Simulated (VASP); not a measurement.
Runs of VASP 6.6.1 on Be. It takes space group Fm-3m (No. 225, cubic). The conventional cell has a = 3.158 Å, b = 3.158 Å, c = 3.158 Å, α = 90.00°, β = 90.00°, γ = 90.00°. Be (site symmetry m-3m) is surrounded by 12 Be at 2.23 Å. The cell was built by a generator and needn't be a form met in nature.

```tsv
task	level	cell	cutoff (eV)	pressure (GPa)
band structure	r2SCAN	as given	520	0.1
band structure	RPBE	as given	520	(a)
relaxation of cell and atoms	revPBE+D3	relaxed	600	-0.1
band structure	SCAN	as given	520	0.6
band structure	PBE	as given	520	(b)
band structure	PW91	as given	520	-0.2
band structure	AM05	as given	520	-0.6
```

Alike in all rows: potentials or basis VASP PAW PBE potentials, release 64 (Be); no spin polarisation; k mesh 14 × 14 × 14; smearing fermi-dirac 0.05 eV.

Q: Fill in the values left out.

A: (a) 3.1; (b) 0.0.

Caveats: the PAW data sets were made with another functional, which shifts forces and pressure a little (some runs); pairwise dispersion overbinds metals, which lowers pressure and volume (some runs).
